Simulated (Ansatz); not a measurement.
## SnO (P4/nmm), a sublattice moved along a line

Level of theory: DFT r2SCAN, scalar-relativistic, plane waves, PAW in Ansatz. Settings: plane waves to 500 eV, k-mesh 10×10×8 (Γ-centred), Gaussian smearing 0.03 eV. No spin polarisation. Energies are free energies at this smearing, counted from the undisturbed cell; pressure is positive in compression.

The starting cell (as given, not relaxed at this level; it stands at 0.1 GPa):

```
Sn O
1.0
     3.80200    0.00000    0.00000
     0.00000    3.80200    0.00000
     0.00000    0.00000    4.83600
Sn O
2 2
Direct
  0.00000 0.50000 0.23850
  0.50000 0.00000 0.76150
  0.00000 0.00000 0.00000
  0.50000 0.50000 0.00000
```

Every Sn atom is moved by x along the Cartesian unit vector (0.000, -0.855, -0.519); the cell and all other atoms stay fixed.

```csv
x (Å),ΔE (meV/cell)
-0.2000,200.9
-0.1000,47.1
0.0000,0.0
0.0250,2.9
0.0500,11.6
0.0750,26.3
0.1250,74.5
0.1500,108.9
0.1750,150.8
```

**Question.** Predict the gap on the mesh (eV) at each point.

**Answer.**
| x (Å) | gap on the mesh (eV) |
| --- | --- |
| -0.2000 | 0.16 |
| -0.1000 | 0.14 |
| 0.0000 | 0.13 |
| 0.0250 | 0.13 |
| 0.0500 | 0.13 |
| 0.0750 | 0.14 |
| 0.1250 | 0.14 |
| 0.1500 | 0.15 |
| 0.1750 | 0.15 |

Cost: 9 runs of about 5.3 core-minutes in all, on Intel Xeon 6975P-C (Granite Rapids) (shared hosts).